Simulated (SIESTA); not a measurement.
SnSe:

```
Sn Se
1.0
     0.00000    3.01000    3.01000
     3.01000    0.00000    3.01000
     3.01000    3.01000    0.00000
Sn Se
1 1
Cartesian
  0.0000 0.0000 0.0000
  3.0100 3.0100 3.0100
```

Measurements of this composition are mostly on another form, of space group No. 62.

- Program: SIESTA 5.4.2
- Task: relaxation of cell and atoms
- Functional: PBE
- Potentials or basis: PseudoDojo 0.4 standard (PBE files)
- Basis: SZP (energy shift 0.003 Ry)
- Grid cutoff: 500 Ry
- Energy shift: 0.003 Ry
- k mesh: 6 × 6 × 6
- Occupations: fermi-dirac, width 0.05 eV
- Spin: no spin polarisation

At the start: pressure 3.8 GPa; volume 27.27 Å³/atom.

**Question.** How do energy, volume and symmetry change on relaxing?

**Answer.** Over 4 steps the energy falls by 20.8 meV/atom and the volume is 29.23 Å³/atom (+7.2 %); space group Fm-3m (No. 225, to 0.05 Å).

The path:
```tsv
step	energy change (eV)	largest force (eV/Å)	pressure (GPa)	volume (Å³)
1	0.0000	0.0000	3.83	54.54
2	-0.0040	0.0000	3.63	54.72
3	-0.0416	0.0000	0.23	58.18
4	-0.0417	0.0000	0.00	58.46
```

Final structure:
```
Sn Se
1.0
     0.00117    3.08102    3.08102
     3.08102    0.00117    3.08102
     3.08102    3.08102    0.00117
Sn Se
1 1
Direct
  0.00000 0.00000 0.00000
  0.50000 0.50000 0.50000
```

Caveat: the basis of atomic orbitals isn't converged, which shifts pressures, moduli and gaps.
